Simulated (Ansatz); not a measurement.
A run of Ansatz 0.2.0 is set up as follows.

The input input.yaml:

```yaml
crystal:
  lattice:
    - [0.0, 2.82891, 2.82891]
    - [2.82891, 0.0, 2.82891]
    - [2.82891, 2.82891, 0.0]
  atoms:
    - { symbol: Ge, position: [0.75, 0.75, 0.75] }
    - { symbol: Ge, position: [0.5, 0.5, 0.5] }
hamiltonian:
  xc: pbe
  pseudopotentials: { kind: paw }
kpoints:
  mp_grid: { grid: [8, 8, 8] }
scf:
  occupations: { method: gaussian, width: 0.021 }
output:
  forces: true
  stress: true
  eigenvalues: true
```

Potentials or basis: Ansatz PAW.

Run with:

```sh
$ ansatz run input.yaml --threads 2 --pin off --max-ram 5632MiB --backend cpu --events-out ev --progress --plain --runs-dir out
```

Problem. Estimate the pressure.

Solution. 3.6 GPa.

Problem. Estimate the band gap on the k mesh.

Solution. 0.03 eV, direct.

**Measured values to compare with.**

“Electronic and optical properties of SixGe1-x-ySny alloys lattice-matched to Ge”, 2021, arxiv:2109.02782 reports, for a bulk crystal of Ge at 300 K: band gap 0.807 eV (direct).

Measured gap of Ge: 0.807 eV (direct; 300 K; “Electronic and optical properties of SixGe1-x-ySny alloys lattice-matched to Ge”, 2021, arxiv:2109.02782). This calculation gives 0.03 eV (-0.78 eV). 3 values of this kind are on record (0.666 to 0.807 eV); this one was drawn at random among those near their median. Spin-orbit coupling on Ge is left out. The value is that of PBE on a finite k mesh, which can miss the band edges, without temperature or zero-point motion. Semilocal functionals fall short of measured gaps as a rule.
